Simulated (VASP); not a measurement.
C:

```xyz
2
Lattice="0.0000 1.7834 1.7834 1.7834 0.0000 1.7834 1.7834 1.7834 0.0000" Properties=species:S:1:pos:R:3 pbc="T T T"
C     2.6751    2.6751    2.6751
C     1.7834    1.7834    1.7834
```

This isn't the form of C at room conditions, which is graphite.

Base run:

```yaml
Program: VASP 6.6.1
Functional: PBEsol
Potentials_or_basis: VASP PAW PBE potentials, release 64 (C)
Cutoff: 520 eV
k_mesh: 13 × 13 × 13
Occupations: fermi-dirac, width 0.05 eV
Spin: no spin polarisation
```

Its results: band gap on the k mesh 4.01 eV, indirect (least direct gap 5.54 eV); pressure -3.8 GPa.

Question: After a change of settings the same cell gave: band gap on the k mesh 4.54 eV, indirect (least direct gap 6.13 eV); pressure -4.2 GPa. Which change was it?
A. functional from PBEsol to SCAN; further incar settings from ALGO = Normal; EDIFF = 1e-07; NBANDS = 11 to ALGO = Normal; EDIFF = 1e-06
B. functional from PBEsol to PBE0; k mesh from 13 × 13 × 13 to 7 × 7 × 7
C. functional from PBEsol to LAK; further incar settings from ALGO = Normal; EDIFF = 1e-07; NBANDS = 11 to ALGO = Normal; EDIFF = 1e-06; NBANDS = 11
D. functional from PBEsol to MS2; further incar settings from ALGO = Normal; EDIFF = 1e-07; NBANDS = 11 to ALGO = Normal; EDIFF = 1e-06; NBANDS = 11

Answer: A.

Caveats: the PAW data sets were made with another functional, which shifts forces and pressure a little; an odd mesh through Γ misses points on the zone boundary, where band edges often lie (some runs).

Not every run made on this cell is shown here.
